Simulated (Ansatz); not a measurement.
A run of Ansatz 0.2.0:

File input.yaml:

```yaml
crystal:
  lattice:
    - [1.58, 0.9122134253, 6.15]
    - [-1.58, 0.9122134253, 6.15]
    - [0.0, -1.8244268506, 6.15]
  atoms:
    - { symbol: Mo, position: [0.0, 0.0, 0.0] }
    - { symbol: S, position: [0.417, 0.417, 0.417] }
    - { symbol: S, position: [0.25, 0.25, 0.25] }
hamiltonian:
  xc: revpbe
  pseudopotentials: { kind: paw }
  dispersion: d3bj
kpoints:
  mp_grid: { grid: [10, 10, 10] }
scf:
  occupations: { method: fermi_dirac, width: 0.05 }
output:
  forces: true
  stress: true
  eigenvalues: true
relax:
  f_tol: 0.01
  max_steps: 40
  cell: { stress_tol: 0.05 }
```

Potentials or basis: Ansatz PAW.

Command:

```console
$ ansatz run input.yaml --threads 2 --pin off --max-ram 5632MiB --backend cpu --events-out ev --progress --plain --runs-dir out
```

Hardware: 2 threads of Intel(R) Xeon(R) Processor @ 2.50GHz (Skylake/Cascade Lake), with other jobs on the host.

Problem. Estimate the wall time of this run.

Solution. Run time: 69 s on 2 threads of Intel(R) Xeon(R) Processor @ 2.50GHz (Skylake/Cascade Lake), with other jobs on the host, peak memory 0.47 GiB. Counts: scf iterations 38, plane waves 973, k points 116, bands 17, ion steps 6.
